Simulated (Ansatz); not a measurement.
# GaSb (F-43m) in Ansatz: a series of runs, part 2 of 2

Ansatz 0.2.0. The steps go on from the part before.

**3. Single point, PBE+D4, 26.91 Å³/atom (volume scaled by 0.94)**

input.yaml reads:

```yaml
crystal:
  lattice:
    - [0.0, 2.9965539066, 2.9965539066]
    - [2.9965539066, 0.0, 2.9965539066]
    - [2.9965539066, 2.9965539066, 0.0]
  atoms:
    - { symbol: Sb, position: [0.75, 0.75, 0.75] }
    - { symbol: Ga, position: [0.0, 0.0, 0.0] }
hamiltonian:
  xc: pbe
  pseudopotentials: { kind: paw }
  dispersion: d4
kpoints:
  mp_grid: { grid: [8, 8, 8] }
scf:
  occupations: { method: fermi_dirac, width: 0.05 }
output:
  forces: true
  stress: true
  eigenvalues: true
```

Potentials or basis: Ansatz PAW.

The run is started by

```console
ansatz run input.yaml --threads 2 --pin off --max-ram 5120MiB --backend cpu --events-out ev --progress --plain --runs-dir out
```

The program printed:

```text
Warning: RAYON_NUM_THREADS=2 ignored (pool sized by the plan → 2); use --threads N
Engine: ansatz 0.2.0, x86_64-unknown-linux-gnu
Pseudopotentials: kind: paw
Pseudopotential: Sb, paw, valence charge 15, recommended cutoff 420 eV (normal), Sb.paw.azcp
Pseudopotential: Ga, paw, valence charge 13, recommended cutoff 420 eV (normal), Ga.paw.azcp
Functional definition: PBE
  parameter kappa = 0.804
  parameter beta = 0.06672455060314922
  exchange = pbe_x(kappa = kappa, mu = beta*pi^2/3)
  correlation = pbe_c(beta = beta)
Crystal: 2 atoms, lattice volume = 53.814 Å³
Basis set: ecut = 420 eV, 1067 PW (Γ), exchange–correlation on 60×60×60 points (8 copies of the dense FFT grid, shifted against one another)
Bands: 18, of which v1, the nominal top of the filled ones, is band 14 counted from 1 (13 counted from 0)
Symmetry: 24 space group operations
Space group: F-43m (ITA 216), of the structure as read, at distance tolerance 3.8e-5 Å
k-points: 29 of 512 (time reversal used)
Non-local potential: Sb, projectors of the file, l = 0: 2, l = 1: 2, l = 2: 2, l = 3: 2
Non-local potential: Ga, projectors of the file, l = 0: 2, l = 1: 2, l = 2: 3, l = 3: 1
PAW form: soft (Blöchl's): semilocal exchange-correlation on the pseudo side does not see the compensation charge
PAW one-centre angular grid: Sb, 590 points (default); XC on 64 Gauss nodes
PAW one-centre angular grid: Ga, 590 points (default); XC on 64 Gauss nodes
Initial density: superposition of atomic densities (neutral atoms: chi_scale 0, normalization atom), corrected by the library's trained network
Initial wavefunctions: pseudopotential atomic-orbital guess
Functional: x = pbe(κ = 0.804, μ = 0.2195149727645171), c = pbe(β = 0.06672455060314922)
SCF iter   1: F=—  HF=-10268.629073 eV  |F-HF|=—  |Δ(HF+E_count)|=         —  Δρ=1.36e-3  dr2=1.30e-3  ethr=1.77e-3  ⟨swp⟩=6.2  Hψ=2721  notcnv=0
preconditioner: auto → none  [insulator: Δε(μ)=0.481 eV  Ē_g=14.855 eV  σ=0.050 eV  W_gap=0.98  n_scr=14 (ndim 8)  ℏωp=21.5 eV  f_vac=0.076  D(μ)=0.00/eV (n_scr^D=0)  ε∞_Penn≈3.1]
SCF iter   2: F=—  HF=-10268.627593 eV  |F-HF|=—  |Δ(HF+E_count)|=   1.48e-3  Δρ=6.95e-4  dr2=2.47e-4  ethr=4.64e-6  ⟨swp⟩=2.1  Hψ=1097  notcnv=0
SCF iter   3: F=—  HF=-10268.627559 eV  |F-HF|=—  |Δ(HF+E_count)|=   3.38e-5  Δρ=2.50e-4  dr2=3.85e-5  ethr=8.82e-7  ⟨swp⟩=2.0  Hψ=783  notcnv=0
SCF iter   4: F=—  HF=-10268.627588 eV  |F-HF|=—  |Δ(HF+E_count)|=   2.91e-5  Δρ=1.30e-4  dr2=9.88e-6  ethr=1.38e-7  ⟨swp⟩=2.0  Hψ=626  notcnv=0
SCF iter   5: F=—  HF=-10268.627598 eV  |F-HF|=—  |Δ(HF+E_count)|=   9.66e-6  Δρ=4.27e-5  dr2=1.05e-6  ethr=3.53e-8  ⟨swp⟩=2.5  Hψ=753  notcnv=0
SCF iter   6: F=-10268.627598 eV  HF=-10268.627598 eV  |F-HF|=2.30e-8  |Δ(HF+E_count)|=   5.90e-7  Δρ=1.18e-5  dr2=4.43e-8  ethr=3.57e-10  ⟨swp⟩=4.1  Hψ=2271  notcnv=0
SCF 1 converged in 6 iterations: F = -10268.627598 eV  dr2 = 4.43e-8
SCF converged after 6 iterations
Free energy (F): -10268.627598 eV
Harris-Foulkes:  -10268.627598 eV  (|F-HF|=2.30e-8)
Internal energy: -10268.627543 eV  (E = F + TS)
E sigma→0 (E₀):  -10268.627571 eV
Entropy (-TS):   -0.000055 eV (-0.028 meV/atom)
Fermi energy:    8.789425 eV
--- Per-component energies (eV) ---
  E_band       = -241.636109
  E_kinetic    = 324.850364
  E_local      = -3830.230803  (includes V_loc(G=0)·N_el)
  E_nonlocal   = 787.369190
  E_hartree    = 1769.196145
  E_xc         = -208.264784
  E_vxc        = -155.255784  (∫ρ·V_xc dr)
  E_paw        = -6564.754228  (= ΣΔE_a)
  E_vpaw       = -906.749405  (= ΣTr[D̂ρ^β])
  E_aug_tail   = -0.000106  (compensation charges beyond the density's cutoff)
  E_ewald      = -2545.890673
  E_disp       = -0.902647  (pairwise vdW)
  E_smearing   = -0.000055  (= −TS)
  E_closure    = -0.000000  (closes the sum)
  Σ components = -10268.627598   (vs F -10268.627598, Δ=0.00e0)
--- Forces (eV/Å), atoms counted from 1 ---
  atom   1  Sb     0.00000000    -0.00000000     0.00000000
  atom   2  Ga    -0.00000000     0.00000000     0.00000000
  max |Σ_I F_I| component: 3.47e-17 eV/Å
--- Stress (GPa, compression-positive) ---
        3.486938      -0.000000      -0.000000
       -0.000000       3.486938       0.000000
       -0.000000       0.000000       3.486938
  P = ⅓ Tr σ = 3.4869 GPa (34.869 kbar)
--- Band table (eV; the first three rows and the last of 29) ---
  k-point 0: bands = ["-20.3249", "-20.3249", "-20.3249", "-20.2999", "-20.2999", "-6.5879", "-6.5879", "-6.5879", "-6.5281", "-6.5281", "-3.3824", "8.5432", "8.5432", "8.5432", "9.0269", "11.3101", "11.3101", "11.3101"]
  k-point 1: bands = ["-20.3248", "-20.3243", "-20.3243", "-20.2998", "-20.2998", "-6.5936", "-6.5855", "-6.5855", "-6.5285", "-6.5285", "-3.2096", "6.5704", "8.2622", "8.2622", "9.8116", "11.6874", "11.6874", "12.1026"]
  k-point 2: bands = ["-20.3245", "-20.3230", "-20.3230", "-20.2994", "-20.2994", "-6.6070", "-6.5802", "-6.5802", "-6.5290", "-6.5290", "-2.7154", "4.4044", "7.7743", "7.7743", "9.5086", "12.2289", "12.2289", "14.0299"]
  k-point 28: bands = ["-20.3240", "-20.3220", "-20.3171", "-20.3006", "-20.2973", "-6.6388", "-6.5644", "-6.5594", "-6.5355", "-6.5297", "-0.6212", "1.6070", "4.9042", "5.1340", "12.4572", "12.8995", "13.1089", "13.3038"]
```

It took 1.2 s on 2 threads of Intel Xeon Platinum 8488C (Sapphire Rapids), shared host; peak memory 0.41 GiB.

Results:

- Free energy: -10268.6276 eV
- Pressure: 3.5 GPa
- Band gap on the k mesh: 0.48 eV, direct

Caveat: spin-orbit coupling is left out, which moves the levels of the heavy elements.

**4. Single point, PBE+D4, 27.48 Å³/atom (volume scaled by 0.96)**

Edit input.yaml of step 3 so:

```diff
@@ -2,5 +2,5 @@
   lattice:
-    - [0.0, 2.9965539066, 2.9965539066]
-    - [2.9965539066, 0.0, 2.9965539066]
-    - [2.9965539066, 2.9965539066, 0.0]
+    - [0.0, 3.0176570942, 3.0176570942]
+    - [3.0176570942, 0.0, 3.0176570942]
+    - [3.0176570942, 3.0176570942, 0.0]
   atoms:
@@ -20 +20,5 @@
   eigenvalues: true
+  write_density: true
+  write_potential: true
+  elf: true
+  volumetric_format: npy
```

The run is started by

```console
ansatz run input.yaml --threads 2 --pin off --max-ram 5120MiB --backend cpu --events-out ev --progress --plain --runs-dir out
```

Run time: 1.6 s. Hardware: 2 threads of Intel Xeon Platinum 8488C (Sapphire Rapids), shared host; peak memory 0.41 GiB.

It converged, with:

```
Free energy            : -10268.6475 eV
Pressure               : 2.1 GPa
Band gap on the k mesh : 0.33 eV, direct
```

Caveat: spin-orbit coupling is left out, which moves the levels of the heavy elements.

**5. Single point, PBE+D4, 28.05 Å³/atom (volume scaled by 0.98)**

input.yaml reads:

```yaml
crystal:
  lattice:
    - [0.0, 3.0384691801, 3.0384691801]
    - [3.0384691801, 0.0, 3.0384691801]
    - [3.0384691801, 3.0384691801, 0.0]
  atoms:
    - { symbol: Sb, position: [0.75, 0.75, 0.75] }
    - { symbol: Ga, position: [0.0, 0.0, 0.0] }
hamiltonian:
  xc: pbe
  pseudopotentials: { kind: paw }
  dispersion: d4
kpoints:
  mp_grid: { grid: [8, 8, 8] }
scf:
  occupations: { method: fermi_dirac, width: 0.05 }
output:
  forces: true
  stress: true
  eigenvalues: true
```

The run is started by

```console
ansatz run input.yaml --threads 2 --pin off --max-ram 5120MiB --backend cpu --events-out ev --progress --plain --runs-dir out
```

Run time: 1.3 s. Hardware: 2 threads of Intel Xeon Platinum 8488C (Sapphire Rapids), shared host; peak memory 0.41 GiB.

It converged, with:

```
Free energy            : -10268.6582 eV
Pressure               : 0.9 GPa
Band gap on the k mesh : 0.18 eV, direct
```

Caveat: spin-orbit coupling is left out, which moves the levels of the heavy elements.

**6. Single point, PBE+D4, 28.62 Å³/atom**

Edit input.yaml of step 5 so:

```diff
@@ -2,5 +2,5 @@
   lattice:
-    - [0.0, 3.0384691801, 3.0384691801]
-    - [3.0384691801, 0.0, 3.0384691801]
-    - [3.0384691801, 3.0384691801, 0.0]
+    - [0.0, 3.059, 3.059]
+    - [3.059, 0.0, 3.059]
+    - [3.059, 3.059, 0.0]
   atoms:
@@ -20 +20,5 @@
   eigenvalues: true
+  write_density: true
+  write_potential: true
+  elf: true
+  volumetric_format: npy
```

Potentials or basis: Ansatz PAW.

The run is started by

```console
ansatz run input.yaml --threads 2 --pin off --max-ram 5120MiB --backend cpu --events-out ev --progress --plain --runs-dir out
```

Run time: 1.9 s. Hardware: 2 threads of Intel Xeon Platinum 8488C (Sapphire Rapids), shared host; peak memory 0.41 GiB.

It converged, with:

* Free energy: -10268.6607 eV
* Pressure: -0.2 GPa
* Band gap on the k mesh: none (metal or under the smearing width)

Caveat: pairwise dispersion overbinds metals, which lowers pressure and volume.

**7. Single point, PBE+D4, 29.20 Å³/atom (volume scaled by 1.02)**

Edit input.yaml of step 6 so:

```diff
@@ -2,5 +2,5 @@
   lattice:
-    - [0.0, 3.059, 3.059]
-    - [3.059, 0.0, 3.059]
-    - [3.059, 3.059, 0.0]
+    - [0.0, 3.0792588685, 3.0792588685]
+    - [3.0792588685, 0.0, 3.0792588685]
+    - [3.0792588685, 3.0792588685, 0.0]
   atoms:
@@ -20,5 +20 @@
   eigenvalues: true
-  write_density: true
-  write_potential: true
-  elf: true
-  volumetric_format: npy
```

The run is started by

```console
ansatz run input.yaml --threads 2 --pin off --max-ram 5120MiB --backend cpu --events-out ev --progress --plain --runs-dir out
```

Run time: 1.4 s. Hardware: 2 threads of Intel Xeon Platinum 8488C (Sapphire Rapids), shared host; peak memory 0.41 GiB.

The run converged. Its results:

| Item | Value |
| --- | --- |
| Free energy | -10268.6560 eV |
| Pressure | -1.1 GPa |
| Band gap on the k mesh | none (metal or under the smearing width) |

Caveat: pairwise dispersion overbinds metals, which lowers pressure and volume.

**8. Single point, PBE+D4, 29.77 Å³/atom (volume scaled by 1.04)**

Edit input.yaml of step 7 so:

```diff
@@ -2,5 +2,5 @@
   lattice:
-    - [0.0, 3.0792588685, 3.0792588685]
-    - [3.0792588685, 0.0, 3.0792588685]
-    - [3.0792588685, 3.0792588685, 0.0]
+    - [0.0, 3.0992546163, 3.0992546163]
+    - [3.0992546163, 0.0, 3.0992546163]
+    - [3.0992546163, 3.0992546163, 0.0]
   atoms:
@@ -20 +20,5 @@
   eigenvalues: true
+  write_density: true
+  write_potential: true
+  elf: true
+  volumetric_format: npy
```

The run is started by

```console
ansatz run input.yaml --threads 2 --pin off --max-ram 5120MiB --backend cpu --events-out ev --progress --plain --runs-dir out
```

Run time: 2 s. Hardware: 2 threads of Intel Xeon Platinum 8488C (Sapphire Rapids), shared host; peak memory 0.42 GiB.

It converged, with:

```
Free energy            : -10268.6448 eV
Pressure               : -2.0 GPa
Band gap on the k mesh : none (metal or under the smearing width)
```

Caveat: pairwise dispersion overbinds metals, which lowers pressure and volume.

**9. Single point, PBE+D4, 30.34 Å³/atom (volume scaled by 1.06)**

input.yaml reads:

```yaml
crystal:
  lattice:
    - [0.0, 3.1189956238, 3.1189956238]
    - [3.1189956238, 0.0, 3.1189956238]
    - [3.1189956238, 3.1189956238, 0.0]
  atoms:
    - { symbol: Sb, position: [0.75, 0.75, 0.75] }
    - { symbol: Ga, position: [0.0, 0.0, 0.0] }
hamiltonian:
  xc: pbe
  pseudopotentials: { kind: paw }
  dispersion: d4
kpoints:
  mp_grid: { grid: [8, 8, 8] }
scf:
  occupations: { method: fermi_dirac, width: 0.05 }
output:
  forces: true
  stress: true
  eigenvalues: true
```

Potentials or basis: Ansatz PAW.

The run is started by

```console
ansatz run input.yaml --threads 2 --pin off --max-ram 5120MiB --backend cpu --events-out ev --progress --plain --runs-dir out
```

It took 1.5 s on 2 threads of Intel Xeon Platinum 8488C (Sapphire Rapids), shared host; peak memory 0.39 GiB.

Results (log left out):

| Quantity | Value |
| --- | --- |
| Free energy | -10268.6278 eV |
| Pressure | -2.8 GPa |
| Band gap on the k mesh | none (metal or under the smearing width) |

Caveat: pairwise dispersion overbinds metals, which lowers pressure and volume.

**10. Equation of state, PBE+D4**

No new run: the results of the series are fitted here.

What came out:

```yaml
Equilibrium_volume: 28.53 Å³/atom
Bulk_modulus: 52 GPa
Pressure_derivative_of_the_bulk_modulus: "4.7 (rough: it moves with the points fitted)"
```

Energy against volume, from the lowest point:
```
volume (Å³/atom)  energy (meV/atom)
          26.907              16.53
          27.480               6.58
          28.052               1.25
          28.625               0.00
          29.197               2.33
          29.770               7.91
          30.342              16.43
```

Spin-orbit coupling is left out, which matters for the levels of Sb.

**11. Comparison with measurements**

Step 2. A measured gap of GaSb is 0.811 eV (direct; 4.2 K; a printed reference work, data compilation); the calculated 0.00 eV misses it by -0.81 eV. Spin-orbit coupling on Ga, Sb is left out. The value is that of LDA on a finite k mesh, which can miss the band edges, without temperature or zero-point motion. Semilocal functionals fall short of measured gaps as a rule.
